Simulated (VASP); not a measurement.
O: single point with r2SCAN

Crystal: O.

```
O
1.0
     2.67995    1.70082    0.00000
     2.67995   -1.70082    0.00000
     3.41058    0.00000   -3.71809
O
2
Direct
  0.08900 0.08900 0.84700
  0.91100 0.91100 0.15300
```

* Program: VASP 6.6.1
* Task: single point
* Functional: r2SCAN
* Potentials or basis: VASP PAW PBE potentials, release 64 (O)
* Cutoff: 520 eV
* k mesh: 10 × 10 × 7
* Occupations: fermi-dirac, width 0.1 eV
* Spin: no spin polarisation

| Item | Value |
| --- | --- |
| Pressure | 11.7 GPa |
| Largest force | 8.750 eV/Å |
| Band gap on the k mesh | none (metal or under the smearing width) |

Forces in eV/Å, atoms in the order of the input:
```
O   -0.490  0.000  8.737
O    0.490  0.000 -8.737
```

Stress tensor (GPa, compression positive):
```
-5.97  0.00 -2.69
 0.00 -4.79  0.00
-2.69  0.00 45.74
```

Levels at points of the mesh, in eV from the Fermi level:
| k point | band 4 | band 5 | band 6 | band 7 | band 8 | band 9 |
| --- | --- | --- | --- | --- | --- | --- |
| (0.00, 0.00, 0.00) | -8.20 | -8.12 | 0.24 | 0.38 | 6.61 | 13.17 |
| (0.50, 0.00, 0.00) | -8.34 | -8.28 | -0.60 | 0.38 | 10.16 | 10.87 |
| (0.50, 0.50, 0.00) | -8.57 | -8.08 | -0.80 | 0.27 | 10.45 | 10.67 |

It took 8.4 min on 1 thread of AMD EPYC 7R43 64-Core Processor (Zen 3), with other jobs on the host, peak memory 0.16 GiB.

Caveat: the standard files for N, O and F lose accuracy on very short bonds; spin is off for a triplet molecule; the PAW data sets were made with another functional, which shifts forces and pressure a little.
